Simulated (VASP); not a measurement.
AgCl, 2 atoms in the cell. Symmetry: Fm-3m, No. 225, cubic system. The conventional cell has a = 5.355 Å, b = 5.355 Å, c = 5.355 Å, α = 90.00°, β = 90.00°, γ = 90.00°. Ag (site symmetry m-3m) has 6 Cl at 2.68 Å as nearest neighbours. Around Cl (site symmetry m-3m) lie 6 Ag at 2.68 Å. 

* Program: VASP 6.6.1
* Task: relaxation of cell and atoms
* Functional: LDA
* Potentials or basis: VASP PAW LDA potentials, release 64 (Ag, Cl)
* Cutoff: 600 eV
* k mesh: 10 × 10 × 10
* Occupations: gaussian, width 0.02 eV
* Spin: no spin polarisation
* Dipole correction: no
* Further INCAR settings: ALGO = Normal; EDIFF = 1e-06; IBRION = 2; EDIFFG = -0.005; NSW = 100; ISIF = 3

Potentials or basis: VASP PAW LDA potentials, release 64 (Ag, Cl).

Run with:

```bash
$ cat potpaw_LDA.64/Ag/POTCAR potpaw_LDA.64/Cl/POTCAR > POTCAR
$ mpirun -np 1 vasp_std > vasp.out
```

Hardware: 1 thread of Intel(R) Xeon(R) 6975P-C (Granite Rapids), with other jobs on the host.

Estimate the wall time of this run.

Wall time 10 s on 1 thread of Intel(R) Xeon(R) 6975P-C (Granite Rapids), on a shared host, peak memory 0.16 GiB. Counts: scf iterations 12, k points 47, ion steps 1.
